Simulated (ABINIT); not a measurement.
**Si2Ni: single point with PBE**

The system is Si2Ni.

```
Ni Si
1.0
     0.00000    2.70300    2.70300
     2.70300    0.00000    2.70300
     2.70300    2.70300    0.00000
Ni Si
1 2
Direct
  0.00000 0.00000 0.00000
  0.75000 0.75000 0.75000
  0.25000 0.25000 0.25000
```

* Program: ABINIT 10.8.3 (patched build)
* Task: single point
* Functional: PBE
* Potentials or basis: JTH PAW PBE v2.0
* Cutoff: 1333 eV
* k mesh: 7 × 7 × 7
* Occupations: fermi-dirac, width 0.05 eV
* Spin: collinear spin, ferromagnetic start
* Starting moments: [1.0, 0.0, 0.0] μB

| Item | Value |
| --- | --- |
| Pressure | 3.2 GPa |
| Band gap on the k mesh | none (metal or under the smearing width) |
| Net moment | 0.00 μB per cell |
| Valence electrons inside the program's atomic spheres | Ni 15.97; Si 1.51 |

Levels at points of the mesh, in eV from the Fermi level:
Spin up:
| k point | band 11 | band 12 | band 13 | band 14 | band 15 | band 16 |
| --- | --- | --- | --- | --- | --- | --- |
| (0.00, 0.00, 0.00) | -0.29 | 1.75 | 1.75 | 1.75 | 2.36 | 2.36 |
Spin down:
| k point | band 9 | band 10 | band 11 | band 12 | band 13 | band 14 | band 15 | band 16 | band 17 | band 18 |
| --- | --- | --- | --- | --- | --- | --- | --- | --- | --- | --- |
| (0.00, 0.00, 0.00) | -3.46 | -3.46 | -0.29 | 1.75 | 1.75 | 1.75 | 2.36 | 2.36 | 2.36 | 4.75 |

Run time: 5.2 min on 1 thread of Arm Neoverse V2, on a shared host, peak memory 0.31 GiB.

Caveat: small starting moments can end in a higher magnetic state in this program.
